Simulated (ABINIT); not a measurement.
# MgS (Niningerite) (Fm-3m) in ABINIT: further runs

The runs below take MgS (Niningerite) through band structure, equation of state, with PBEsol, r2SCAN, TB-mBJ, LDA.

All numbers are computed with ABINIT 10.8.3 (patched build); they aren't measurements. Logs are shortened: lines on timing, memory, paths and dates and some standing lists are left out, and cuts for length are marked. The log counts tension as positive stress, the text compression.

## (1) The crystal as given

It takes space group Fm-3m (No. 225, cubic). The conventional cell has a = 5.203 Å, b = 5.203 Å, c = 5.203 Å, α = 90.00°, β = 90.00°, γ = 90.00°. S (site symmetry m-3m) is surrounded by 6 Mg at 2.60 Å. Mg (site symmetry m-3m) has 6 S at 2.60 Å as nearest neighbours.

## (2) Band structure, PBEsol

Input file run.abi:

```
# Datasets: ground state, then fixed potential
ndtset 2

# Pseudopotentials
pp_dirpath "./"
pseudos "S.GGA_PBE-JTH.xml, Mg.GGA_PBE-JTH.xml"

# Structure
acell 3*1.0 Angstrom
rprim
     0.0000000000     2.6016500000     2.6016500000
     2.6016500000     0.0000000000     2.6016500000
     2.6016500000     2.6016500000     0.0000000000
ntypat 2
znucl 16 12
natom 2
typat 1 2
xcart
     2.6016500000     2.6016500000     2.6016500000
     0.0000000000     0.0000000000     0.0000000000 Angstrom

# Plane-wave basis
ecut 20.0
pawecutdg 40.0
pawxcdev 0

# Exchange and correlation
ixc -116133

# Bands and occupations
occopt 3
tsmear 0.05 eV

# SCF cycle
nstep 100

# Output
iomode 3
prtwf 0
prteig 0
prtebands 0
enunit 1
prtden1 1
prtvha1 1
prtvclmb1 1
prtpot1 1

# Dataset 1
kptopt1 1
ngkpt1 9 9 9
nshiftk1 1
shiftk1 0.0 0.0 0.0
nband1 12
tolvrs1 1.0e-9

# Dataset 2: bands along G-X-W-K-G-L-U-W-L-K
iscf2 -2
getden2 1
nband2 18
nbdbuf2 4
tolwfr2 1.0e-11
kptopt2 -9
ndivsm2 5
prteig2 1
prtvol2 -3
kptbounds2
     0.0000000000     0.0000000000     0.0000000000
     0.5000000000     0.0000000000     0.5000000000
     0.5000000000     0.2500000000     0.7500000000
     0.3750000000     0.3750000000     0.7500000000
     0.0000000000     0.0000000000     0.0000000000
     0.5000000000     0.5000000000     0.5000000000
     0.6250000000     0.2500000000     0.6250000000
     0.5000000000     0.2500000000     0.7500000000
     0.5000000000     0.5000000000     0.5000000000
     0.3750000000     0.3750000000     0.7500000000
```

Potentials or basis: JTH PAW PBE v2.0.

Started as:

```bash
abinit run.abi > log 2>&1
```

run.abo:

```text
.Version 10.8.3 of ABINIT
 DATASET    1 : space group Fm -3 m (#225); Bravais cF (face-center cubic)
================================================================================
 Values of the parameters that define the memory need for DATASET  1.
     intxc =       0    ionmov =       0      iscf =      17    lmnmax =       8
     lnmax =       4     mgfft =      30  mpssoang =       2    mqgrid =    3001
     natom =       2  nloc_mem =       2    nspden =       1   nspinor =       1
    nsppol =       1      nsym =      48    n1xccc =       1    ntypat =       2
    occopt =       3   xclevel =       2
       mpw =        1026          nfft =       27000          nkpt =          35
 PAW method is used; the additional fine FFT grid is defined by:
   mgfftf=        40    nfftf =     64000
================================================================================
================================================================================

 DATASET    2 : space group Fm -3 m (#225); Bravais cF (face-center cubic)
================================================================================
 Values of the parameters that define the memory need for DATASET  2.
     intxc =       0    ionmov =       0      iscf =      -2    lmnmax =       8
     lnmax =       4     mgfft =      30  mpssoang =       2    mqgrid =    3001
     natom =       2  nloc_mem =       2    nspden =       1   nspinor =       1
    nsppol =       1      nsym =      48    n1xccc =       1    ntypat =       2
    occopt =       3   xclevel =       2
       mpw =        1036          nfft =       27000          nkpt =          87
 PAW method is used; the additional fine FFT grid is defined by:
   mgfftf=        40    nfftf =     64000
================================================================================
================================================================================

--------------------------------------------------------------------------------
------------- Echo of variables that govern the present computation ------------
--------------------------------------------------------------------------------
 -outvars: echo values of preprocessed input variables --------
            acell      1.8897261259E+00  1.8897261259E+00  1.8897261259E+00 Bohr
              amu      3.20660000E+01  2.43050000E+01
             ecut      2.00000000E+01 Hartree
           enunit           1
           getden1          0
           getden2          1
             iscf1         17
             iscf2         -2
              ixc     -116133
           jdtset        1    2
           kptopt1          1
           kptopt2         -9
         kptrlatt        9    0    0      0    9    0      0    0    9
          kptrlen1     6.25756321E+01
          kptrlen2     3.00000000E+01
            natom           2
            nband1         12
            nband2         18
           nbdbuf1          0
           nbdbuf2          4
           ndtset           2
[... 907 lines left out ...]
...

 Integrated electronic density in atomic spheres:
 ------------------------------------------------
 Atom  Sphere_radius  Integrated_density
    1        1.90380          3.62676040
    2        1.90158          8.19398298

================================================================================

 ----iterations are completed or convergence reached----

 Mean square residual over all n,k,spin=   44.413E-13; max=  99.985E-13
 reduced coordinates (array xred) for    2 atoms
       0.500000000000      0.500000000000      0.500000000000
       0.000000000000      0.000000000000      0.000000000000

 cartesian coordinates (angstrom) at end:
    1      2.60165000000000     2.60165000000000     2.60165000000000
    2      0.00000000000000     0.00000000000000     0.00000000000000
 length scales=  1.889726125908  1.889726125908  1.889726125908 bohr
              =  1.000000000000  1.000000000000  1.000000000000 angstroms
 Eigenvalues (   eV  ) for nkpt=  87  k points:
 kpt#   1, nband= 18, wtk=  1.00000, kpt=  0.0000  0.0000  0.0000 (reduced coord)
 -69.10916  -36.04983  -36.04983  -36.04983   -7.52016    5.16063    5.16063    5.16063
   8.74790   12.97182   12.97182   12.97182   15.37299   15.37299   17.46349   18.31200
  18.31200   18.31200
 kpt#   2, nband= 18, wtk=  1.00000, kpt=  0.0357  0.0000  0.0357 (reduced coord)
 -69.10916  -36.04996  -36.04986  -36.04986   -7.50312    5.04801    5.13047    5.13047
   8.87586   12.86582   13.03073   13.03073   15.13178   15.39442   17.62404   18.35362
  18.35362   18.54673
 kpt#   3, nband= 18, wtk=  1.00000, kpt=  0.0714  0.0000  0.0714 (reduced coord)
 -69.10915  -36.05033  -36.05005  -36.05005   -7.45242    4.75206    5.04372    5.04372
   9.21405   12.58594   13.20194   13.20194   14.57048   15.45776   18.06687   18.47914
  18.47914   19.09611
 kpt#   4, nband= 18, wtk=  1.00000, kpt=  0.1071  0.0000  0.1071 (reduced coord)
 -69.10912  -36.05074  -36.05029  -36.05029   -7.36935    4.35068    4.91036    4.91036
   9.66968   12.20848   13.47471   13.47471   13.90609   15.56195   18.69047   18.69047
  18.71634   19.76608
 kpt#   5, nband= 18, wtk=  1.00000, kpt=  0.1429  0.0000  0.1429 (reduced coord)
[... 317 lines left out ...]
   9.68715   12.32695   13.59179   14.27866   17.28104   18.08829   20.20728   22.47254
  22.89043   24.45062
 kpt#  85, nband= 18, wtk=  1.00000, kpt=  0.4028  0.4028  0.6944 (reduced coord)
 -69.10876  -36.05531  -36.05372  -36.05170   -5.88752    1.19384    2.18870    3.95519
   9.40297   12.40404   14.02546   14.33990   17.05253   18.08472   21.04355   23.05404
  23.07270   23.94331
 kpt#  86, nband= 18, wtk=  1.00000, kpt=  0.3889  0.3889  0.7222 (reduced coord)
 -69.10875  -36.05505  -36.05410  -36.05191   -5.84287    1.40076    1.91812    3.85884
   9.16210   12.13683   14.42471   14.72543   16.90127   18.21207   21.79252   22.95338
  23.41095   23.61240
 kpt#  87, nband= 18, wtk=  1.00000, kpt=  0.3750  0.3750  0.7500 (reduced coord)
 -69.10874  -36.05511  -36.05402  -36.05204   -5.81860    1.41505    1.93171    3.78063
   8.97427   11.74317   14.75802   15.10938   16.93377   18.49252   22.13743   22.54114
  23.21949   23.88558

== END DATASET(S) ==============================================================
================================================================================

 -outvars: echo values of variables after computation  --------
            acell      1.8897261259E+00  1.8897261259E+00  1.8897261259E+00 Bohr
           etotal1    -7.3852071411E+01
            fcart1    -0.0000000000E+00 -0.0000000000E+00 -0.0000000000E+00
                      -0.0000000000E+00 -0.0000000000E+00 -0.0000000000E+00
            rprim      0.0000000000E+00  2.6016500000E+00  2.6016500000E+00
                       2.6016500000E+00  0.0000000000E+00  2.6016500000E+00
                       2.6016500000E+00  2.6016500000E+00  0.0000000000E+00
           strten1     3.4346554771E-05  3.4346554771E-05  3.4346554771E-05
                       0.0000000000E+00  0.0000000000E+00  0.0000000000E+00
           xangst      2.6016500000E+00  2.6016500000E+00  2.6016500000E+00
                       0.0000000000E+00  0.0000000000E+00  0.0000000000E+00
             xred      5.0000000000E-01  5.0000000000E-01  5.0000000000E-01
                       0.0000000000E+00  0.0000000000E+00  0.0000000000E+00
 Calculation completed.
```

It took 27 s on 1 thread of Intel Xeon 6975P-C (Granite Rapids), shared host; peak memory 0.12 GiB.

Results:

* Free energy: -2009.6172 eV
* Pressure: -1.0 GPa
* Band gap on the k mesh: 2.83 eV, indirect (least direct gap 3.59 eV)
* Band gap along the path: 2.70 eV, indirect (least direct gap 3.59 eV)
* Valence electrons inside the program's atomic spheres: S 3.63; Mg 8.19

Levels at the corners of the path, in eV from the valence-band top:
```
point  band 6  band 7  band 8  band 9  band 10  band 11
    Γ    0.00    0.00    0.00    3.59     7.81     7.81
    X   -4.25   -1.70   -1.70    2.70     4.23    11.88
    W   -3.28   -3.28   -2.39    5.20     7.81     7.81
    K   -3.75   -3.23   -1.38    3.81     6.58     9.60
    Γ    0.00    0.00    0.00    3.59     7.81     7.81
    L   -4.89   -0.60   -0.60    4.39     6.80     6.80
    U   -3.75   -3.23   -1.38    3.81     6.58     9.60
    W   -3.28   -3.28   -2.39    5.20     7.81     7.81
    L   -4.89   -0.60   -0.60    4.39     6.80     6.80
    K   -3.75   -3.23   -1.38    3.81     6.58     9.60
```

Caveat: the PAW data sets were made with another functional, which shifts forces and pressure a little; the mesh misses the band edges, which the band path finds closer together. PBEsol gaps usually lie below the measured ones, often by a third to a half.

## (3) Band structure, r2SCAN

Edit run.abi of step 2 so:

```diff
@@ -22,8 +22,9 @@
 # Plane-wave basis
-ecut 20.0
-pawecutdg 40.0
-pawxcdev 0
+ecut 24.0
+pawecutdg 46.0
 
 # Exchange and correlation
-ixc -116133
+ixc -497498
+usekden 1
+pawxcdev 0
 
@@ -43,2 +44,3 @@
 prtden1 1
+prtkden1 1
 prtvha1 1
@@ -53,3 +55,3 @@
 nband1 12
-tolvrs1 1.0e-9
+tolvrs1 1.0e-7
 
@@ -58,2 +60,3 @@
 getden2 1
+getkden2 1
 nband2 18
```

Potentials or basis: JTH PAW PBE v2.0.

Started as:

```bash
abinit run.abi > log 2>&1
```

It took 1.7 min on 1 thread of Intel Xeon 6975P-C (Granite Rapids), shared host; peak memory 0.15 GiB.

Results (log left out):

```yaml
Free_energy: -1943.0087 eV
Pressure: 0.1 GPa
Band_gap_on_the_k_mesh: 3.61 eV, indirect (least direct gap 4.64 eV)
Band_gap_along_the_path: 3.48 eV, indirect (least direct gap 4.64 eV)
Valence_electrons_inside_the_program's_atomic_spheres: S 3.65; Mg 8.17
```

Levels at the corners of the path, in eV from the valence-band top:
```csv
point,band 4,band 5,band 6,band 7,band 8,band 9,band 10,band 11,band 12,band 13
Γ,-42.69,-13.18,0.00,0.00,0.00,4.64,8.50,8.50,8.50,10.88
X,-42.69,-11.47,-4.26,-1.72,-1.72,3.48,4.92,13.16,13.36,14.62
W,-42.69,-11.42,-3.28,-3.28,-2.34,5.94,8.61,8.61,8.83,15.57
K,-42.69,-11.47,-3.75,-3.20,-1.40,4.58,7.33,10.43,10.92,12.99
Γ,-42.69,-13.18,0.00,0.00,0.00,4.64,8.50,8.50,8.50,10.88
L,-42.69,-11.84,-4.87,-0.62,-0.62,5.22,7.52,7.52,11.34,13.24
U,-42.69,-11.47,-3.75,-3.20,-1.40,4.58,7.33,10.43,10.92,12.99
W,-42.69,-11.42,-3.28,-3.28,-2.34,5.94,8.61,8.61,8.83,15.57
L,-42.69,-11.84,-4.87,-0.62,-0.62,5.22,7.52,7.52,11.34,13.24
K,-42.69,-11.47,-3.75,-3.20,-1.40,4.58,7.33,10.43,10.92,12.99
```

Caveat: totals of a meta-GGA on PAW files have another zero than those of a GGA; the PAW data sets were made with another functional, which shifts forces and pressure a little; the mesh misses the band edges, which the band path finds closer together. r2SCAN opens gaps a little over a GGA but as a rule still falls short of measured ones.

(Part 1 of 2 ends here.)
